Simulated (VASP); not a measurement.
# KI: relaxation with set parts of the cell free, by functional and free to move

KI, P1 (no. 1), 2 atoms in the cell.

| Functional | Free to move | Volume (Å³/atom) | Pressure in a fresh run at the final cell (GPa) | Pressure printed at the end of the relaxation (GPa) | Ionic steps, all stages | Electronic steps, all stages |
|---|---|---|---|---|---|---|
| PBEsol | atoms | 40.150 | -0.73 | -0.73 | 7 | 51 |
| PBEsol | atoms, shape and volume | 37.991 | -0.02 | -0.02 | 13 | 94 |
| PBEsol | atoms and shape at fixed volume | 40.150 | -0.73 | -0.73 | 9 | 65 |
| PBEsol | atoms and volume | 38.028 | -0.03 | -0.03 | 13 | 96 |
| PBEsol | atoms and the z components of the lattice | 39.347 | -0.49 | -0.49 | 13 | 88 |
| PBEsol | atoms and the x and y components of the lattice | 38.550 | -0.22 | -0.22 | 13 | 92 |
| PBEsol | atoms and the y and z components of the lattice | 38.541 | -0.22 | -0.22 | 13 | 91 |
| PBE | atoms | 40.150 | 0.29 | 0.29 | 7 | 57 |
| PBE | atoms, shape and volume | 40.989 | 0.01 | 0.01 | 16 | 110 |
| PBE | atoms and shape at fixed volume | 40.150 | 0.29 | 0.29 | 11 | 84 |
| PBE | shape alone | 40.150 | 0.31 | 0.30 | 11 | 68 |
| PBE | shape and volume | 41.090 | 0.00 | -0.01 | 12 | 83 |
| PBE | volume alone | 41.131 | -0.01 | 0.01 | 8 | 67 |
| PBE | atoms and volume | 41.061 | -0.01 | -0.02 | 13 | 93 |
| PBE | atoms and the z components of the lattice | 40.589 | 0.14 | 0.14 | 10 | 72 |
| PBE | atoms and the x and y components of the lattice | 40.694 | 0.11 | 0.11 | 12 | 88 |
| PBE | atoms and the y and z components of the lattice | 40.665 | 0.11 | 0.11 | 13 | 91 |

Limits: the start was distorted on purpose (random strain, atoms moved at random), so the space group given is the start's and not the crystal's.

## Input of the first row

INCAR.step1:
```
SYSTEM = KI
PREC = Accurate ; ENCUT = 350
EDIFF = 1E-6 ; ISMEAR = 0
SIGMA = 0.05 ; LREAL = .FALSE.
LASPH = .TRUE. ; NELM = 100
ALGO = Normal ; LWAVE = .FALSE.
LCHARG = .FALSE. ; GGA = PS
IBRION = 2 ; NSW = 60
ISIF = 2 ; EDIFFG = -0.01
POTIM = 0.5 ; ISYM = 0
KPAR = 4
```

INCAR.step3, as INCAR.step1 but for:
```
- IBRION = 2
- NSW = 60
- EDIFFG = -0.01
- POTIM = 0.5
+ NSW = 0
```

KPOINTS:
```
k-points
0
Gamma
  4 4 4
```

POSCAR.step1:
```
KI
1.0
    4.3060260000     -0.0103320000     -0.0044310000
   -0.0103320000      4.3300470000      0.0220460000
   -0.0044310000      0.0220460000      4.3068410000
I K
1 1
Direct
    0.5088730000      0.4995490000      0.4993760000
   -0.0088730000      0.0004510000      0.0006240000
```

POSCAR.step3:
```
KI
1.0
    4.3060260000     -0.0103320000     -0.0044310000
   -0.0103320000      4.3300470000      0.0220460000
   -0.0044310000      0.0220460000      4.3068410000
I K
1 1
Direct
    0.5013458116      0.4995709883      0.4997617123
    0.9986541884      0.0004290117      0.0002382877
```

Commands (each step's output is kept before the next begins):
```
cat potpaw_PBE.64/I/POTCAR potpaw_PBE.64/K_sv/POTCAR > POTCAR
cp INCAR.step1 INCAR
cp POSCAR.step1 POSCAR
mpirun -np 4 vasp_std > vasp.out
cp CONTCAR POSCAR
mpirun -np 4 vasp_std > vasp.out
cp CONTCAR POSCAR
cp INCAR.step3 INCAR
cp POSCAR.step3 POSCAR
mpirun -np 4 vasp_std > vasp.out
```

Changes of the last row against the first:
```
(step 1)
- GGA = PS
- NSW = 60
- ISIF = 2
+ NSW = 80
+ ISIF = 3
+ LATTICE_CONSTRAINTS = .FALSE. .TRUE. .TRUE.
(step 2)
- GGA = PS
- NSW = 60
- ISIF = 2
+ NSW = 80
+ ISIF = 3
+ LATTICE_CONSTRAINTS = .FALSE. .TRUE. .TRUE.
(step 3)
- GGA = PS
```

VASP 6.6.1 took 29 s on 4 cores (Intel Xeon Platinum 8559C (Emerald Rapids)), a shared host.
